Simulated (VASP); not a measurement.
# Si (I4/mmm) in VASP: notebook, part 2 of 2

VASP 6.6.1.

### 3 Single point, PBE

File run.py:

```python
from ase import Atoms
from ase.calculators.vasp import Vasp
from ase.dft.bandgap import bandgap

atoms = Atoms(
    ['Si', 'Si', 'Si', 'Si'],
    cell=[[-3.32544429, 3.32544429, 1.92238566], [3.32544429, -3.32544429, 1.92238566], [3.32544429, 3.32544429, -1.92238566]],
    scaled_positions=[[0.82119894, 0.17880106, 0.0], [0.17880106, 0.82119894, 0.0], [0.82119894, 0.82119894, 0.64239788], [0.17880106, 0.17880106, 0.35760212]],
    pbc=True,
)
calc = Vasp(
    directory='calc',
    xc='pbe',
    pp='PBE',
    setups='materialsproject',
    prec='Accurate',
    encut=520,
    ediff=1e-06,
    ismear=0,
    sigma=0.02,
    lreal=False,
    lasph=True,
    nelm=100,
    algo='Fast',
    isif=2,
    lwave=False,
    lcharg=False,
    kpts=[8, 8, 8],
    gamma=True,
)
atoms.calc = calc

print('energy (eV):', atoms.get_potential_energy())
print('free energy (eV):', atoms.get_potential_energy(force_consistent=True))
print('forces (eV/A):')
print(atoms.get_forces())
print('stress (eV/A^3, Voigt):', atoms.get_stress())
print('Fermi level (eV):', calc.get_fermi_level())
gap, top, bottom = bandgap(calc)
print('band gap (eV):', gap, 'from (spin, k, band)', top, 'to', bottom)
```

Potentials or basis: VASP PAW PBE potentials, release 64 (Si).

Run with:

```sh
$ python run.py
```

The program printed:

```text
energy (eV): -21.28887229
free energy (eV): -21.28887229
forces (eV/A):
[[-0.00573605  0.00573605 -0.        ]
 [ 0.00573605 -0.00573605 -0.        ]
 [ 0.00573605  0.00573605  0.        ]
 [-0.00573605 -0.00573605 -0.        ]]
stress (eV/A^3, Voigt): [-0.00813238 -0.00813238 -0.00793245 -0.         -0.         -0.        ]
Fermi level (eV): 5.58029632
band gap (eV): 0.2612999999999994 from (spin, k, band) (0, np.int64(58), np.int64(7)) to (0, np.int64(44), np.int64(8))
```

OUTCAR:

```text
ENCUT = 520.000000
   EDIFF = 1.00e-06
   GGA = PE
   PREC = Accurate
   ISIF = 2
   ISMEAR = 0
   NELM = 100
   LASPH = .TRUE.
   LREAL = .FALSE.

 ion  position               nearest neighbor table
   1  0.821  0.179  0.000-   2 2.34   2 2.34   4 2.38   3 2.38
   2  0.179  0.821  0.000-   1 2.34   1 2.34   4 2.38   3 2.38
   3  0.821  0.821  0.642-   4 2.34   4 2.34   1 2.38   2 2.38
   4  0.179  0.179  0.358-   3 2.34   3 2.34   2 2.38   1 2.38

  LATTYP: Found a body centered tetragonal cell.
 ALAT       =     6.6508885800
 C/A-ratio  =     0.5780838566

  Lattice vectors:

 A1 = (  -3.3254442900,   3.3254442900,   1.9223856600)
 A2 = (   3.3254442900,  -3.3254442900,   1.9223856600)
 A3 = (   3.3254442900,   3.3254442900,  -1.9223856600)

Analysis of symmetry for initial positions (statically):
=====================================================================
 Subroutine PRICEL returns:
 Original cell was already a primitive cell.

 Routine SETGRP: Setting up the symmetry group for a
 body centered tetragonal supercell.

 Subroutine GETGRP returns: Found 16 space group operations
 (whereof 16 operations were pure point group operations)
 out of a pool of 16 trial point group operations.
[... 189 lines left out ...]
     11       7.0453      0.00000
     12       7.7577      0.00000
[... 331 lines left out ...]
 k-point    24 :       0.3750    0.1250    0.1250
  band No.  band energies     occupation
      1      -4.5671      2.00000
      2      -2.6441      2.00000
      3      -2.2620      2.00000
      4      -1.0835      2.00000
      5       1.5545      2.00000
      6       2.6212      2.00000
      7       3.2027      2.00000
      8       3.7706      2.00000
      9       6.4000      0.00000
     10       6.8127      0.00000
     11       7.8279      0.00000
     12       8.4290      0.00000

 [... further k-points ...]

------------------------ aborting loop because EDIFF is reached ----------------------------------------

  FORCE on cell =-STRESS in cart. coord.  units (eV):
  Direction    XX          YY          ZZ          XY          YZ          ZX
  --------------------------------------------------------------------------------------
  -------------------------------------------------------------------------------------
  Total        0.6915400      0.6915400      0.6745391      0.0000000      0.0000000      0.0000000
  in kB       13.0295076     13.0295076     12.7091894      0.0000000      0.0000000      0.0000000
  external PRESSURE =      12.9227349 kB  Pullay stress =       0.0000000 kB

 VOLUME and BASIS-vectors are now :
 -----------------------------------------------------------------------------
  energy-cutoff  :      520.00
  volume of cell :       85.04
      direct lattice vectors                 reciprocal lattice vectors
    -3.325444290  3.325444290  1.922385660     0.000000000  0.150355849  0.260093492
     3.325444290 -3.325444290  1.922385660     0.150355849  0.000000000  0.260093492
     3.325444290  3.325444290 -1.922385660     0.150355849  0.150355849  0.000000000

 POSITION                                       TOTAL-FORCE (eV/Angst)
 -----------------------------------------------------------------------------------
     -2.13626      2.13626      1.92239        -0.005736      0.005736     -0.000000
      2.13626     -2.13626      1.92239         0.005736     -0.005736     -0.000000
      2.13626      2.13626      1.92239         0.005736      0.005736      0.000000
      1.18919      1.18919     -0.00000        -0.005736     -0.005736     -0.000000
 -----------------------------------------------------------------------------------
    total drift:                               -0.000000     -0.000000      0.000000

  FREE ENERGIE OF THE ION-ELECTRON SYSTEM (eV)
  ---------------------------------------------------
  free  energy   TOTEN  =       -21.2888722918 eV

  energy  without entropy=      -21.2888722918  energy(sigma->0) =      -21.28887229
```

INCAR:

```text
ENCUT = 520.000000
SIGMA = 0.020000
EDIFF = 1.00e-06
ALGO = Fast
GGA = PE
PREC = Accurate
ISIF = 2
ISMEAR = 0
NELM = 100
LASPH = .TRUE.
LCHARG = .FALSE.
LWAVE = .FALSE.
LREAL = .FALSE.
```

Wall time 33 s (1 thread of Intel Xeon 6975P-C (Granite Rapids), shared host); peak memory 0.24 GiB.

Results:

```yaml
Free_energy: -21.2889 eV
Pressure: 1.3 GPa
Largest_force: 0.008 eV/Å
Band_gap_on_the_k_mesh: 0.26 eV, indirect (least direct gap 0.39 eV)
```

Forces on the atoms (eV/Å):
```
Si  -0.006  0.006  0.000
Si   0.006 -0.006  0.000
Si   0.006  0.006  0.000
Si  -0.006 -0.006  0.000
```

### 4 For comparison

An earlier run on the cell as given: functional PBE; potentials or basis VASP PAW PBE potentials, release 64 (Si); cutoff 520 eV; k mesh 8 × 8 × 8; occupations fermi-dirac, width 0.05 eV; no spin polarisation.

* Pressure: 1.3 GPa
* Largest force: 0.008 eV/Å
* Band gap on the k mesh: 0.26 eV, indirect (least direct gap 0.39 eV)
